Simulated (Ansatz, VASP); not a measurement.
One calculation of Si, two programs

```xyz
1
Lattice="2.4979 0.0000 0.0000 0.0000 2.4979 0.0000 0.0000 0.0000 2.4979" Properties=species:S:1:pos:R:3 pbc="T T T"
Si    1.2489    1.2489    1.2489
```

The cell was built by a generator and needn't be a form met in nature.

Alike in both runs: task single point; functional PBE0; k mesh 5 × 5 × 5; occupations fermi-dirac, width 0.05 eV; no spin polarisation.

```csv
,VASP,Ansatz
version,VASP 6.6.1,Ansatz 0.2.0
potentials or method,"VASP PAW PBE potentials, release 64 (Si)",Ansatz PAW
plane-wave cutoff (eV),520,420
valence electrons in the cell,4,4
```

|  | VASP | Ansatz | Ansatz less VASP |
| --- | --- | --- | --- |
| gap on the k mesh at the Fermi level (eV) | none | none | - |
| pressure (GPa) | 5.5 | 6.0 | +0.52 |

A gap of «none» marks a metal or a gap that the smearing closes. The functional is the same, so the differences come from potentials, cutoffs and numerics.

Caveats: the k mesh is coarse (spacing up to 0.50 Å⁻¹), so the values aren't converged, least of all with exact exchange; the PAW data sets were made with another functional, which shifts forces and pressure a little (VASP); the PAW data sets come from PBE, with cores solved anew for the run's functional, which leaves a small shift of forces and pressure (Ansatz); the thresholds are loose for stress (Ansatz).
